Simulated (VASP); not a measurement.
# TePb (Fm-3m) in VASP: further runs

The runs below take TePb through single point, with r2SCAN, PBE.

Everything below comes from runs of VASP 6.6.1. Logs are shortened: lines on timing, memory, paths and dates and some standing lists are left out, and cuts for length are marked.

**1. Starting point**

It takes space group Fm-3m (No. 225, cubic). Conventional cell: a = 6.462 Å, b = 6.462 Å, c = 6.462 Å, α = 90.00°, β = 90.00°, γ = 90.00°. Pb (site symmetry m-3m) has 6 Te at 3.23 Å as nearest neighbours. Around Te (site symmetry m-3m) lie 6 Pb at 3.23 Å.

**2. Single point, r2SCAN (atoms moved at random, drawn with an rms of 0.15 Å)**

POSCAR

```
TePb
1.0
    0.0000000000      3.2310000000      3.2310000000
    3.2310000000      0.0000000000      3.2310000000
    3.2310000000      3.2310000000      0.0000000000
Pb Te
1 1
Direct
   -0.0014561401     -0.0057910692      0.0170454494
    0.4979401401      0.4944960692      0.5167055506
```

INCAR.step1

```
PREC     = Accurate       # precision mode
ENCUT    = 520            # plane-wave cutoff, eV
ISMEAR   = 1              # smearing method
SIGMA    = 0.05           # smearing width, eV
LREAL    = False          # projectors in reciprocal space
LASPH    = True           # aspherical terms in the spheres
NELM     = 100            # most SCF steps
NBANDS   = 17             # bands
GGA      = PE             # functional
ALGO     = Normal         # electronic algorithm
EDIFF    = 1E-4           # SCF threshold, eV
LWAVE    = True           # write WAVECAR
LCHARG   = False          # write CHGCAR
```

INCAR.step2

```
PREC     = Accurate       # precision mode
ENCUT    = 520            # plane-wave cutoff, eV
EDIFF    = 1E-6           # SCF threshold, eV
ISMEAR   = 1              # smearing method
SIGMA    = 0.05           # smearing width, eV
LREAL    = False          # projectors in reciprocal space
LASPH    = True           # aspherical terms in the spheres
NELM     = 100            # most SCF steps
ALGO     = Normal         # electronic algorithm
ISIF     = 2              # what is computed and relaxed
LWAVE    = False          # write WAVECAR
LCHARG   = True           # write CHGCAR
METAGGA  = R2SCAN         # meta-GGA
LMIXTAU  = True         
LELF     = True           # ELF
LVHAR    = True         
NBANDS   = 17             # bands
ISTART   = 1
```

KPOINTS

```
regular mesh
0
Gamma
  5 5 5
```

Potentials or basis: VASP PAW PBE potentials, release 64 (Pb_d, Te).

Run with:

```
$ cat potpaw_PBE.64/Pb_d/POTCAR potpaw_PBE.64/Te/POTCAR > POTCAR
$ cp INCAR.step1 INCAR
$ mpirun -np 1 vasp_std > vasp.out
$ cp INCAR.step2 INCAR
$ mpirun -np 1 vasp_std > vasp.out
```

OUTCAR:

```text
PREC = Accurate
   ENCUT = 520
   EDIFF = 1E-6
   ISMEAR = 1
   LREAL = False
   LASPH = True
   NELM = 100
   ISIF = 2
   METAGGA = R2SCAN
   ISTART = 1

 ion  position               nearest neighbor table
   1  0.999  0.994  0.017-   2 3.23   2 3.23   2 3.23   2 3.23   2 3.23   2 3.23
   2  0.498  0.494  0.517-   1 3.23   1 3.23   1 3.23   1 3.23   1 3.23   1 3.23

  LATTYP: Found a face centered cubic cell.
 ALAT       =     6.4620000000

  Lattice vectors:

 A1 = (   0.0000000000,   3.2310000000,   3.2310000000)
 A2 = (   3.2310000000,   0.0000000000,   3.2310000000)
 A3 = (   3.2310000000,   3.2310000000,   0.0000000000)

Analysis of symmetry for initial positions (statically):
=====================================================================
 Subroutine PRICEL returns:
 Original cell was already a primitive cell.

 Routine SETGRP: Setting up the symmetry group for a
 face centered cubic supercell.

 Subroutine GETGRP returns: Found  1 space group operations
 (whereof  1 operations were pure point group operations)
 out of a pool of 48 trial point group operations.

The static configuration has the point symmetry C_1 .

Analysis of symmetry for dynamics (positions and initial velocities):
=====================================================================
 Subroutine PRICEL returns:
 Original cell was already a primitive cell.

 Routine SETGRP: Setting up the symmetry group for a
 face centered cubic supercell.

 Subroutine GETGRP returns: Found  1 space group operations
 (whereof  1 operations were pure point group operations)
 out of a pool of 48 trial point group operations.

The dynamic configuration has the point symmetry C_1 .

 Subroutine INISYM returns: Found  1 space group operations
 (whereof  1 operations are pure point group operations),
 and found     1 'primitive' translations

----------------------------------------------------------------------------------------

                                     Primitive cell

  volume of cell :      67.4592

  direct lattice vectors                    reciprocal lattice vectors
     0.000000000  3.231000000  3.231000000    -0.154750851  0.154750851  0.154750851
     3.231000000  0.000000000  3.231000000     0.154750851 -0.154750851  0.154750851
     3.231000000  3.231000000  0.000000000     0.154750851  0.154750851 -0.154750851

  length of vectors
     4.569324020  4.569324020  4.569324020     0.268036337  0.268036337  0.268036337

  position of ions in fractional coordinates (direct lattice)
     0.998543860  0.994208931  0.017045449
     0.497940140  0.494496069  0.516705551

  ion indices of the primitive-cell ions
   primitive index   ion index
                 1           1
                 2           2

----------------------------------------------------------------------------------------

 KPOINTS: regular mesh

Automatic generation of k-mesh.
 Grid dimensions read from file:
 generate k-points for:    5    5    5

 Generating k-lattice:

  Cartesian coordinates                     Fractional coordinates (reciprocal lattice)
    -0.030950170  0.030950170  0.030950170     0.200000000  0.000000000  0.000000000
     0.030950170 -0.030950170  0.030950170     0.000000000  0.200000000  0.000000000
     0.030950170  0.030950170 -0.030950170     0.000000000  0.000000000  0.200000000

  Length of vectors
     0.053607267  0.053607267  0.053607267

  Shift w.r.t. Gamma in fractional coordinates (k-lattice)
     0.000000000  0.000000000  0.000000000

 Subroutine IBZKPT returns following result:
 ===========================================

 Found     63 irreducible k-points:

 Following reciprocal coordinates:
            Coordinates               Weight
  0.000000  0.000000  0.000000      1.000000
  0.200000  0.000000  0.000000      2.000000
  0.000000  0.200000  0.000000      2.000000
  0.000000  0.000000  0.200000      2.000000
  0.200000  0.200000  0.200000      2.000000
  0.400000  0.000000  0.000000      2.000000
[... 16 lines left out ...]
  0.200000  0.400000  0.400000      2.000000
  0.400000  0.000000  0.200000      2.000000
 [... further k-points ...]
   k-points           NKPTS =     63   k-points in BZ     NKDIM =     63   number of bands    NBANDS=     17
   number of dos      NEDOS =    301   number of ions     NIONS =      2
   total plane-waves  NPLWV =  46656
   dimension x,y,z NGX =    36 NGY =   36 NGZ =   36
   dimension x,y,z NGXF=    72 NGYF=   72 NGZF=   72
   ions per type =               1   1
   NGX,Y,Z   is equivalent  to a cutoff of  13.10, 13.10, 13.10 a.u.
   NGXF,Y,Z  is equivalent  to a cutoff of  26.20, 26.20, 26.20 a.u.
 SYSTEM =  unknown system
   PREC   = accura    normal or accurate (medium, high low for compatibility)
   ISTART =      1    job   : 0-new  1-cont  2-samecut
   ICHARG =      0    charge: 1-file 2-atom 10-const
   ISPIN  =      1    spin polarized calculation?
   LNONCOLLINEAR =      F non collinear calculations
   LSORBIT =      F    spin-orbit coupling
   LASPH  =      T    aspherical Exc in radial PAW
   ENCUT  =  520.0 eV  38.22 Ry    6.18 a.u.   8.50  8.50  8.50*2*pi/ulx,y,z
   NELM   =    100;   NELMIN=  2; NELMDL=  0     # of ELM steps
   EDIFF  = 0.1E-05   stopping-criterion for ELM
   LREAL  =      F    real-space projection
[... 7 lines left out ...]
   TEBEG  =    0.0;   TEEND  =   0.0 temperature during run
   PSTRESS=    0.0 pullay stress
   NELECT =      20.0000    total number of electrons
   NUPDOWN=      -1.0000    fix difference up-down
   EMIN   =  10.00;   EMAX   =-10.00  energy-range for DOS
   EFERMI =   0.00;   METHOD = LEGACY
   ISMEAR =     1;   SIGMA  =   0.05  broadening in eV -4-tet -1-fermi 0-gaus
   EFERMI_NEDOS =   21; number of points for ismear=-14 and -15
   IALGO  =     38    algorithm
   IMIX   =      4    mixing-type and parameters
     AMIX     =   0.40;   BMIX     =  1.00
     AMIX_MAG =   1.60;   BMIX_MAG =  1.00
  volume/ion in A,a.u.               =      33.73       227.62
  Fermi-wavevector in a.u.,A,eV,Ry     =   1.091619  2.062861 16.213147  1.191633
  Thomas-Fermi vector in A             =   2.227868
   LORBIT       =      0    0 simple, 1 ext, 2 COOP (PROOUT), +10 PAW based schemes
   METAGGA = R2SCAN    functional components
   LHFCALC =     F    Hartree Fock is set to
   AEXX    =    0.0000 exact exchange contribution
   IVDW    =     0    specifies the selected vdW correction
   LEPSILON=     F    determine dielectric tensor
   LRPA    =     F    only Hartree local field effects (RPA)
 non-spin polarized calculation
 Methfessel and Paxton  Order N= 1 SIGMA  =   0.05
  energy-cutoff  :      520.00
  volume of cell :       67.46
 maximum number of plane-waves:      1849
 NGX is ok and might be reduce to    36
   NGX = 17   NGY = 17   NGZ = 17

 number of electron      20.0000000 magnetization

 Free energy of the ion-electron system (eV)
  ---------------------------------------------------
  ext. energy  EPLUGINS =         0.00000000
  ---------------------------------------------------
  free energy    TOTEN  =       -82.69430947 eV

  energy without entropy =      -82.69481130  energy(sigma->0) =      -82.69447675

 E-fermi :   5.3894     XC(G=0):  -9.8167

 val. band max:        5.3551210428   @ k =   0.0000   0.4000   0.0000
 cond. band min:       6.8253187029   @ k =   0.0000   0.4000   0.0000
 fundamental gap:      1.4701976601
 Fermi energy:         5.3893795307

 k-point     1 :       0.0000    0.0000    0.0000
  band No.  band energies     occupation
      1     -11.8641      2.00000
      2     -11.8641      2.00000
      3     -11.8520      2.00000
      4     -11.8520      2.00000
      5     -11.8520      2.00000
      6      -7.0057      2.00000
[... 9 lines left out ...]
     16      11.6925      0.00000
     17      13.3376      0.00000

 k-point     2 :       0.2000    0.0000    0.0000
  band No.  band energies     occupation
      1     -11.8694      2.00000
      2     -11.8694      2.00000
      3     -11.8510      2.00000
      4     -11.8465      2.00000
      5     -11.8465      2.00000
      6      -6.6504      2.00000
[... 9 lines left out ...]
     16      12.4332      0.00000
     17      15.6110      0.00000

 k-point     3 :       0.0000    0.2000    0.0000
  band No.  band energies     occupation
      1     -11.8694      2.00000
      2     -11.8694      2.00000
      3     -11.8510      2.00000
      4     -11.8465      2.00000
      5     -11.8465      2.00000
      6      -6.6504      2.00000
[... 9 lines left out ...]
     16      12.4332      0.00000
     17      15.6110      0.00000

 k-point     4 :       0.0000    0.0000    0.2000
  band No.  band energies     occupation
      1     -11.8694      2.00000
      2     -11.8694      2.00000
      3     -11.8510      2.00000
      4     -11.8465      2.00000
      5     -11.8465      2.00000
      6      -6.6504      2.00000
[... 9 lines left out ...]
     16      12.4332      0.00000
     17      15.6110      0.00000

 k-point     5 :       0.2000    0.2000    0.2000
  band No.  band energies     occupation
      1     -11.8694      2.00000
      2     -11.8694      2.00000
      3     -11.8510      2.00000
      4     -11.8465      2.00000
      5     -11.8465      2.00000
      6      -6.6504      2.00000
[... 9 lines left out ...]
     16      12.4332      0.00000
     17      15.6110      0.00000

 k-point     6 :       0.4000    0.0000    0.0000
  band No.  band energies     occupation
      1     -11.8791      2.00000
      2     -11.8791      2.00000
      3     -11.8498      2.00000
      4     -11.8364      2.00000
      5     -11.8364      2.00000
      6      -5.7586      2.00000
[... 9 lines left out ...]
     16      14.3664      0.00000
     17      16.4710      0.00000

 k-point     7 :       0.0000    0.4000    0.0000
  band No.  band energies     occupation
      1     -11.8791      2.00000
      2     -11.8791      2.00000
      3     -11.8498      2.00000
      4     -11.8364      2.00000
      5     -11.8364      2.00000
      6      -5.7586      2.00000
[... 9 lines left out ...]
     16      14.3664      0.00000
     17      16.4710      0.00000

 k-point     8 :       0.0000    0.0000    0.4000
  band No.  band energies     occupation
      1     -11.8791      2.00000
      2     -11.8791      2.00000
      3     -11.8498      2.00000
      4     -11.8364      2.00000
      5     -11.8364      2.00000
      6      -5.7586      2.00000
[... 9 lines left out ...]
     16      14.3664      0.00000
     17      16.4710      0.00000
[... 203 lines left out ...]
      1     -11.8973      2.00000
      2     -11.8652      2.00000
      3     -11.8534      2.00000
      4     -11.8375      2.00000
      5     -11.8340      2.00000
      6      -5.8204      2.00000
[... 9 lines left out ...]
     16      15.3382      0.00000
     17      16.0280      0.00000

 k-point    20 :       0.4000    0.4000    0.2000
  band No.  band energies     occupation
      1     -11.8973      2.00000
      2     -11.8652      2.00000
      3     -11.8534      2.00000
      4     -11.8375      2.00000
      5     -11.8340      2.00000
      6      -5.8204      2.00000
[... 9 lines left out ...]
     16      15.3383      0.00000
     17      16.0280      0.00000

 k-point    21 :       0.0000    0.2000    0.4000
  band No.  band energies     occupation
      1     -11.8973      2.00000
      2     -11.8652      2.00000
      3     -11.8534      2.00000
      4     -11.8375      2.00000
      5     -11.8340      2.00000
      6      -5.8204      2.00000
[... 9 lines left out ...]
     16      15.3382      0.00000
     17      16.0280      0.00000

 k-point    22 :      -0.2000    0.2000   -0.2000
  band No.  band energies     occupation
      1     -11.8973      2.00000
      2     -11.8652      2.00000
      3     -11.8534      2.00000
      4     -11.8375      2.00000
      5     -11.8340      2.00000
      6      -5.8204      2.00000
[... 9 lines left out ...]
     16      15.3382      0.00000
     17      16.0280      0.00000

 k-point    23 :       0.2000    0.4000    0.4000
  band No.  band energies     occupation
      1     -11.8973      2.00000
      2     -11.8652      2.00000
      3     -11.8534      2.00000
      4     -11.8375      2.00000
      5     -11.8340      2.00000
      6      -5.8204      2.00000
[... 9 lines left out ...]
     16      15.3382      0.00000
     17      16.0280      0.00000

 k-point    24 :       0.4000    0.0000    0.2000
  band No.  band energies     occupation
      1     -11.8973      2.00000
      2     -11.8652      2.00000
      3     -11.8534      2.00000
      4     -11.8375      2.00000
      5     -11.8340      2.00000
      6      -5.8204      2.00000
[... 9 lines left out ...]
     16      15.3383      0.00000
     17      16.0280      0.00000

 [... further k-points ...]
[... 5 lines left out ...]
  --------------------------------------------------------------------------------------
  -------------------------------------------------------------------------------------
  Total        0.6527611      0.6529013      0.6527689      0.0000339      0.0000423      0.0000035
  in kB       15.5032938     15.5066231     15.5034799      0.0008048      0.0010056      0.0000821
  external PRESSURE =      15.5044656 kB  Pullay stress =       0.0000000 kB

 VOLUME and BASIS-vectors are now :
 -----------------------------------------------------------------------------
  energy-cutoff  :      520.00
  volume of cell :       67.46
      direct lattice vectors                 reciprocal lattice vectors
     0.000000000  3.231000000  3.231000000    -0.154750851  0.154750851  0.154750851
     3.231000000  0.000000000  3.231000000     0.154750851 -0.154750851  0.154750851
     3.231000000  3.231000000  0.000000000     0.154750851  0.154750851 -0.154750851

 POSITION                                       TOTAL-FORCE (eV/Angst)
 -----------------------------------------------------------------------------------
      3.26736      3.28137      6.43858        -0.000067     -0.000567     -0.000078
      3.26719      3.27832      3.20656         0.000067      0.000567      0.000078
 -----------------------------------------------------------------------------------
    total drift:                               -0.000068      0.000060      0.000259

  FREE ENERGIE OF THE ION-ELECTRON SYSTEM (eV)
  ---------------------------------------------------
  free  energy   TOTEN  =       -82.6943094693 eV

  energy  without entropy=      -82.6948112993  energy(sigma->0) =      -82.69447675
```

Wall time 2.9 min (1 thread of Intel Xeon Platinum 8488C (Sapphire Rapids), shared host); peak memory 0.26 GiB.

Results:

```yaml
Free_energy: -82.6943 eV
Pressure: 1.6 GPa
Band_gap_on_the_k_mesh: 1.47 eV, direct
```

Caveat: the PAW data sets were made with another functional, which shifts forces and pressure a little; spin-orbit coupling is left out, which as a rule narrows the gap of such compounds by several tenths of an eV; an odd mesh through Γ misses points on the zone boundary, where band edges often lie.

**3. Single point, PBE**

INCAR

```
PREC     = Accurate       # precision mode
ENCUT    = 520            # plane-wave cutoff, eV
EDIFF    = 1E-6           # SCF threshold, eV
ISMEAR   = -1             # smearing method
SIGMA    = 0.03           # smearing width, eV
LREAL    = False          # projectors in reciprocal space
LASPH    = True           # aspherical terms in the spheres
NELM     = 100            # most SCF steps
ALGO     = Normal         # electronic algorithm
ISIF     = 2              # what is computed and relaxed
LWAVE    = False          # write WAVECAR
LCHARG   = False          # write CHGCAR
GGA      = PE             # functional
NBANDS   = 17             # bands
```

KPOINTS is that of step 2.

POSCAR

```
TePb
1.0
    0.0000000000      3.2310000000      3.2310000000
    3.2310000000      0.0000000000      3.2310000000
    3.2310000000      3.2310000000      0.0000000000
Pb Te
1 1
Direct
    0.0000000000      0.0000000000      0.0000000000
    0.5000000000      0.5000000000      0.5000000000
```

Potentials or basis: VASP PAW PBE potentials, release 64 (Pb_d, Te).

Run with:

```
$ cat potpaw_PBE.64/Pb_d/POTCAR potpaw_PBE.64/Te/POTCAR > POTCAR
$ mpirun -np 1 vasp_std > vasp.out
```

OUTCAR:

```text
PREC = Accurate
   ENCUT = 520
   EDIFF = 1E-6
   ISMEAR = -1
   LREAL = False
   LASPH = True
   NELM = 100
   ISIF = 2
   GGA = PE

 ion  position               nearest neighbor table
   1  0.000  0.000  0.000-   2 3.23   2 3.23   2 3.23   2 3.23   2 3.23   2 3.23
   2  0.500  0.500  0.500-   1 3.23   1 3.23   1 3.23   1 3.23   1 3.23   1 3.23

  LATTYP: Found a face centered cubic cell.
 ALAT       =     6.4620000000

  Lattice vectors:

[... 370 lines left out ...]

------------------------ aborting loop because EDIFF is reached ----------------------------------------

  FORCE on cell =-STRESS in cart. coord.  units (eV):
  Direction    XX          YY          ZZ          XY          YZ          ZX
  --------------------------------------------------------------------------------------
  -------------------------------------------------------------------------------------
  Total        0.8710808      0.8710808      0.8710808      0.0000000      0.0000000     -0.0000000
  in kB       20.6884607     20.6884607     20.6884607      0.0000000      0.0000000     -0.0000000
  external PRESSURE =      20.6884607 kB  Pullay stress =       0.0000000 kB

 VOLUME and BASIS-vectors are now :
 -----------------------------------------------------------------------------
  energy-cutoff  :      520.00
  volume of cell :       67.46
      direct lattice vectors                 reciprocal lattice vectors
     0.000000000  3.231000000  3.231000000    -0.154750851  0.154750851  0.154750851
     3.231000000  0.000000000  3.231000000     0.154750851 -0.154750851  0.154750851
     3.231000000  3.231000000  0.000000000     0.154750851  0.154750851 -0.154750851

 POSITION                                       TOTAL-FORCE (eV/Angst)
 -----------------------------------------------------------------------------------
      0.00000      0.00000      0.00000        -0.000000      0.000000      0.000000
      3.23100      3.23100      3.23100         0.000000     -0.000000     -0.000000
 -----------------------------------------------------------------------------------
    total drift:                               -0.000000      0.000000      0.000000

  FREE ENERGIE OF THE ION-ELECTRON SYSTEM (eV)
  ---------------------------------------------------
  free  energy   TOTEN  =        -7.5027607314 eV

  energy  without entropy=       -7.5027607310  energy(sigma->0) =       -7.50276073
```

stdout:

```text
POSCAR found type information on POSCAR PbTe
 POSCAR found :  2 types and       2 ions
 scaLAPACK will be used
 LDA part: xc-table for (Slater+PW92), standard interpolation
 POSCAR, INCAR and KPOINTS ok, starting setup
 FFT: planning ... GRIDC
 FFT: planning ... GRID_SOFT
 FFT: planning ... GRID
 WAVECAR not read
 entering main loop
```

It used 8.7 s of CPU time on 1 thread of Intel(R) Xeon(R) 6975P-C (Granite Rapids) (shared host), which was overloaded at the time.

Results:

```yaml
Free_energy: -7.5028 eV
Pressure: 2.1 GPa
```

Caveat: this odd mesh misses L, where the gap lies, so gap, dielectric constants and Born charges aren't listed.
